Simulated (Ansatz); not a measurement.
Crystal: Sb.

```
Sb
1.0
     3.16000    0.00000    0.00000
     0.00000    3.16000    0.00000
     0.00000    0.00000    3.16000
Sb
1
Direct
  0.00000 0.00000 0.00000
```

This isn't the form of Sb at room conditions, which is rhombohedral.

Base run:

```yaml
Program: Ansatz 0.2.0
Functional: RPBE
Potentials_or_basis: Ansatz PAW
Cutoff: "420 eV (not typed: the program's choice for these potentials)"
k_mesh: 8 × 8 × 8
Occupations: fermi-dirac, width 0.05 eV
Spin: no spin polarisation
```

Its results: band gap on the k mesh none (metal or under the smearing width); pressure -1.0 GPa.

After a change of settings the same cell gave: band gap on the k mesh none (metal or under the smearing width); pressure -5.7 GPa. Which change was it?
A. functional from RPBE to PBE; occupations from fermi-dirac, width 0.05 eV to gaussian, width 0.011 eV
B. functional from RPBE to LDA
C. functional from RPBE to revPBE
D. functional from RPBE to PBE

B.

LDA binds more tightly than RPBE, so the same cell stands under less pressure.

Caveats: spin-orbit coupling is left out, which moves the levels of the heavy elements; the PAW data sets come from PBE, with cores solved anew for the run's functional, which leaves a small shift of forces and pressure.
